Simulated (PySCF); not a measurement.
## Isomerisation enthalpies of C4H6O2

**Measured values to compare with.**

From CRC Handbook of Chemistry and Physics, for the gas at 298.15 K: enthalpy of formation of `O=C1CCCO1` (gamma-butyrolactone) -366.5 kJ/mol; enthalpy of formation of `C=CC(=O)OC` -333 kJ/mol; enthalpy of formation of `C=COC(C)=O` -314.4 kJ/mol.

The runs below try to reproduce these values; the comparison stands at the end.

Differences of these values give the isomerisation enthalpies. Geometries: PBE0-D3(BJ)/def2-TZVP; runs in PySCF, gas phase, with a dispersion term only where the level names one. Total electronic energies (Eh):

```tsv
SMILES	PBE0-D3(BJ)/def2-TZVP	B97-2/pcSseg-2	KT3/pcSseg-2	PBE0/pcSseg-2
O=C1CCCO1	-306.27974	-306.50675	-311.13644	-306.27180
C=CC(=O)OC	-306.24621	-306.47822	-311.10428	-306.23918
C=COC(C)=O	-306.25086	-306.48283	-311.10824	-306.24410
```

Geometry of `O=C1CCCO1` (Å):
```
atom  x, y, z in Å
O1    -1.618    1.910    0.446
C2    -0.741    1.114    0.306
C3    -0.825   -0.397    0.340
C4     0.488   -0.841   -0.283
C5     1.397    0.339    0.038
O6     0.542    1.482    0.090
H7    -0.914   -0.702    1.387
H8    -1.722   -0.731   -0.177
H9     0.378   -0.948   -1.364
H10    0.874   -1.780    0.114
H11    2.161    0.527   -0.716
H12    1.884    0.227    1.012
```

Geometry of `C=CC(=O)OC` (Å):
```
atom  x, y, z in Å
C1     2.490   -0.142    0.033
C2     1.276   -0.668   -0.040
C3     0.077    0.189    0.079
O4     0.079    1.380    0.253
O5    -1.041   -0.541   -0.036
C6    -2.255    0.196    0.059
H7     2.611    0.925    0.182
H8     3.380   -0.753   -0.053
H9     1.109   -1.729   -0.188
H10   -2.339    0.670    1.038
H11   -2.295    0.969   -0.709
H12   -3.055   -0.527   -0.084
```

Geometry of `C=COC(C)=O` (Å):
```
atom  x, y, z in Å
C1    -2.0583    0.0541    1.4566
C2    -1.2083   -0.4789    0.5980
O3    -0.0973    0.2210    0.2024
C4     0.7353   -0.3652   -0.6989
C5     1.8660    0.5532   -1.0294
O6     0.5560   -1.4564   -1.1560
H7    -1.9080    1.0441    1.8682
H8    -2.9298   -0.5084    1.7600
H9    -1.3042   -1.4609    0.1529
H10    2.3108    0.9540   -0.1181
H11    2.6074    0.0193   -1.6179
H12    1.4829    1.3990   -1.6055
```

Zero-point and thermal terms are left out, so the computed numbers are electronic energies.

**Comparison with experiment**

Relative to `O=C1CCCO1`, the lowest by measurement, in kJ/mol (measured: enthalpies at 298.15 K; computed: electronic energies):

```json
{"SMILES": "O=C1CCCO1", "measured": "0.0", "PBE0-D3(BJ)/def2-TZVP": "0.0", "B97-2/pcSseg-2": "0.0", "KT3/pcSseg-2": "0.0", "PBE0/pcSseg-2": "0.0"}
{"SMILES": "C=CC(=O)OC", "measured": "33.5", "PBE0-D3(BJ)/def2-TZVP": "88.0", "B97-2/pcSseg-2": "74.9", "KT3/pcSseg-2": "84.4", "PBE0/pcSseg-2": "85.6"}
{"SMILES": "C=COC(C)=O", "measured": "52.1", "PBE0-D3(BJ)/def2-TZVP": "75.8", "B97-2/pcSseg-2": "62.8", "KT3/pcSseg-2": "74.0", "PBE0/pcSseg-2": "72.7"}
```

Measured values: -366.5 kJ/mol (298.15 K; CRC Handbook of Chemistry and Physics) for the first row; the others come from the same table. Mean unsigned miss over the other isomers: B97-2/pcSseg-2 26.1, PBE0/pcSseg-2 36.3, KT3/pcSseg-2 36.4, PBE0-D3(BJ)/def2-TZVP 39.1 kJ/mol. One conformer stands for `C=CC(=O)OC` and `C=COC(C)=O`, not necessarily the lowest, while the measurement averages over conformers. Where a level misses, the cause wasn't examined.
